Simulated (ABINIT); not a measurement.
# HfB2 (P6/mmm) in ABINIT: settings compared, part 2 of 3

ABINIT 10.8.3 (patched build).

## (4) Band structure, RPBE

The input, run.abi:

```
# Datasets: ground state, then fixed potential
ndtset 2

# Pseudopotentials
pp_dirpath "./"
pseudos "Hf.GGA_PBE-JTH.xml, B.GGA_PBE-JTH.xml"

# Structure
acell 3*1.0
rprim
     5.9337400313     0.0000000000     0.0000000000
    -2.9668700157     5.1387696066     0.0000000000
     0.0000000000     0.0000000000     6.5762469137
ntypat 2
znucl 72 5
natom 3
typat 1 2 2
xred
     0.0000000000     0.0000000000     0.0000000000
     0.6666666667     0.3333333333     0.5000000000
     0.3333333333     0.6666666667     0.5000000000

# Plane-wave basis
ecut 17.0
pawecutdg 34.0

# Exchange and correlation
ixc 15

# Bands and occupations
occopt 3
tsmear 0.00183747

# SCF cycle
nstep 100

# Output
iomode 3
prtwf 0
prteig 0
prtebands 0
enunit 1
prtden1 1

# Dataset 1
kptopt1 1
ngkpt1 10 10 8
nshiftk1 1
shiftk1 0.0 0.0 0.0
nband1 13
tolvrs1 1.0e-9

# Dataset 2: bands along G-M-K-G-A-L-H-A
iscf2 -2
getden2 1
nband2 17
nbdbuf2 2
tolwfr2 1.0e-12
kptopt2 -7
ndivsm2 6
prteig2 1
prtvol2 -3
kptbounds2
     0.0000000000     0.0000000000     0.0000000000
     0.5000000000     0.0000000000     0.0000000000
     0.3333333333     0.3333333333     0.0000000000
     0.0000000000     0.0000000000     0.0000000000
     0.0000000000     0.0000000000     0.5000000000
     0.5000000000     0.0000000000     0.5000000000
     0.3333333333     0.3333333333     0.5000000000
     0.0000000000     0.0000000000     0.5000000000
```

Potentials or basis: JTH PAW PBE v2.0.

Command:

```
$ abinit run.abi > log 2>&1
```

run.abo:

```text
.Version 10.8.3 of ABINIT
 DATASET    1 : space group P6/m m m (#191); Bravais hP (primitive hexag.)
================================================================================
 Values of the parameters that define the memory need for DATASET  1.
     intxc =       0    ionmov =       0      iscf =      17    lmnmax =      18
     lnmax =       6     mgfft =      27  mpssoang =       3    mqgrid =    3001
     natom =       3  nloc_mem =       2    nspden =       1   nspinor =       1
    nsppol =       1      nsym =      24    n1xccc =       1    ntypat =       2
    occopt =       3   xclevel =       2
       mpw =         690          nfft =       15552          nkpt =          70
 PAW method is used; the additional fine FFT grid is defined by:
   mgfftf=        36    nfftf =     36864
================================================================================
================================================================================

 DATASET    2 : space group P6/m m m (#191); Bravais hP (primitive hexag.)
================================================================================
 Values of the parameters that define the memory need for DATASET  2.
     intxc =       0    ionmov =       0      iscf =      -2    lmnmax =      18
     lnmax =       6     mgfft =      27  mpssoang =       3    mqgrid =    3001
     natom =       3  nloc_mem =       2    nspden =       1   nspinor =       1
    nsppol =       1      nsym =      24    n1xccc =       1    ntypat =       2
    occopt =       3   xclevel =       2
       mpw =         692          nfft =       15552          nkpt =          65
 PAW method is used; the additional fine FFT grid is defined by:
   mgfftf=        36    nfftf =     36864
================================================================================
================================================================================

--------------------------------------------------------------------------------
------------- Echo of variables that govern the present computation ------------
--------------------------------------------------------------------------------
 -outvars: echo values of preprocessed input variables --------
            acell      1.0000000000E+00  1.0000000000E+00  1.0000000000E+00 Bohr
              amu      1.78490000E+02  1.08110000E+01
[... 808 lines left out ...]
              =  0.529177210544  0.529177210544  0.529177210544 angstroms
 Eigenvalues (   eV  ) for nkpt=  65  k points:
 kpt#   1, nband= 17, wtk=  1.00000, kpt=  0.0000  0.0000  0.0000 (reduced coord)
 -58.51029  -27.36519  -26.87977  -26.87977  -10.54520    0.26249    0.36977    0.36977
   0.45668    7.33604    7.33604    7.96426    7.96426    8.20917    8.25691    8.25691
  11.08485
 kpt#   2, nband= 17, wtk=  1.00000, kpt=  0.0500  0.0000  0.0000 (reduced coord)
 -58.50914  -27.36207  -26.89975  -26.88424  -10.49093    0.20540    0.31915    0.36657
   0.40903    7.29669    7.34011    7.40925    7.53549    8.42256    8.74230    8.84419
  10.91876
 kpt#   3, nband= 17, wtk=  1.00000, kpt=  0.1000  0.0000  0.0000 (reduced coord)
 -58.50569  -27.35267  -26.95714  -26.89697  -10.33031   -0.23687    0.27799    0.35326
   0.47575    6.57623    7.16546    7.18543    7.57876    8.89332    9.25784    9.69057
  10.54521
 kpt#   4, nband= 17, wtk=  1.00000, kpt=  0.1500  0.0000  0.0000 (reduced coord)
 -58.50030  -27.33807  -27.04521  -26.91676  -10.06952   -0.86068    0.09126    0.32049
   0.69648    5.90461    6.98843    7.01972    7.67218    9.18592   10.04699   10.26961
  10.66085
 kpt#   5, nband= 17, wtk=  1.00000, kpt=  0.2000  0.0000  0.0000 (reduced coord)
[... 229 lines left out ...]
   2.83992    4.90478    5.32322    5.44421    5.90564   10.26606   11.33565   14.27242
  15.90500
 kpt#  63, nband= 17, wtk=  1.00000, kpt=  0.0556  0.0556  0.5000 (reduced coord)
 -58.49904  -27.62581  -26.92796  -26.87519   -8.11502   -4.83131    0.88759    1.11440
   3.49616    4.56797    4.64561    4.66494    5.69866    9.37126   10.89564   14.48593
  15.98524
 kpt#  64, nband= 17, wtk=  1.00000, kpt=  0.0278  0.0278  0.5000 (reduced coord)
 -58.50224  -27.63730  -26.87716  -26.86341   -8.15250   -5.04882    1.66299    1.73833
   3.96255    3.97609    4.05041    4.35768    5.57795    8.65094   10.60551   14.49276
  15.93161
 kpt#  65, nband= 17, wtk=  1.00000, kpt=  0.0000  0.0000  0.5000 (reduced coord)
 -58.50331  -27.64119  -26.85938  -26.85938   -8.16485   -5.12263    2.07526    2.07526
   3.60000    3.60000    4.28644    4.28644    5.53819    8.35607   10.50507   14.46294
  15.94090

== END DATASET(S) ==============================================================
================================================================================

 -outvars: echo values of variables after computation  --------
            acell      1.0000000000E+00  1.0000000000E+00  1.0000000000E+00 Bohr
           etotal1    -5.5774652529E+01
            fcart1     3.0252367073E-29  1.7466212273E-29 -0.0000000000E+00
                      -1.5126183537E-29  1.4846280432E-28 -0.0000000000E+00
                      -1.5126183537E-29 -1.6592901660E-28 -0.0000000000E+00
            rprim      5.9337400313E+00  0.0000000000E+00  0.0000000000E+00
                      -2.9668700157E+00  5.1387696066E+00  0.0000000000E+00
                       0.0000000000E+00  0.0000000000E+00  6.5762469137E+00
           strten1    -1.6783765312E-04 -1.6783765385E-04 -1.8730851716E-04
                       0.0000000000E+00  0.0000000000E+00  4.3922872952E-13
           xangst      0.0000000000E+00  0.0000000000E+00  0.0000000000E+00
                       1.5699999989E+00  9.0643992202E-01  1.7399999988E+00
                      -1.7639296020E-11  1.8128798440E+00  1.7399999988E+00
             xred      0.0000000000E+00  0.0000000000E+00  0.0000000000E+00
                       6.6666666667E-01  3.3333333333E-01  5.0000000000E-01
                       3.3333333333E-01  6.6666666667E-01  5.0000000000E-01
 Calculation completed.
```

It took 35 s on 1 thread of Arm Neoverse V1, shared host; peak memory 0.11 GiB.

Results:

| Quantity | Value |
| --- | --- |
| Free energy | -1517.7056 eV |
| Band gap on the k mesh | none (metal or under the smearing width) |
| Valence electrons inside the program's atomic spheres | Hf 9.66; B 1.85 |

Levels at the corners of the path, in eV from the Fermi level:
| point | band 6 | band 7 | band 8 | band 9 | band 10 | band 11 | band 12 | band 13 |
| --- | --- | --- | --- | --- | --- | --- | --- | --- |
| Γ | -2.91 | -2.80 | -2.80 | -2.72 | 4.16 | 4.16 | 4.79 | 4.79 |
| M | -9.04 | -4.04 | -3.35 | -2.78 | 2.19 | 2.85 | 5.69 | 5.85 |
| K | -8.27 | -7.67 | -2.51 | -2.51 | 1.83 | 1.83 | 3.57 | 9.54 |
| Γ | -2.91 | -2.80 | -2.80 | -2.72 | 4.16 | 4.16 | 4.79 | 4.79 |
| A | -8.30 | -1.10 | -1.10 | 0.43 | 0.43 | 1.11 | 1.11 | 2.36 |
| L | -7.47 | -4.88 | -4.63 | -2.63 | 4.05 | 4.30 | 6.39 | 7.32 |
| H | -9.10 | -5.43 | -3.09 | -3.09 | 4.59 | 5.53 | 7.04 | 7.04 |
| A | -8.30 | -1.10 | -1.10 | 0.43 | 0.43 | 1.11 | 1.11 | 2.36 |

Caveat: spin-orbit coupling is left out, which moves the levels of the heavy elements.

(Continued in part 3 of 3.)
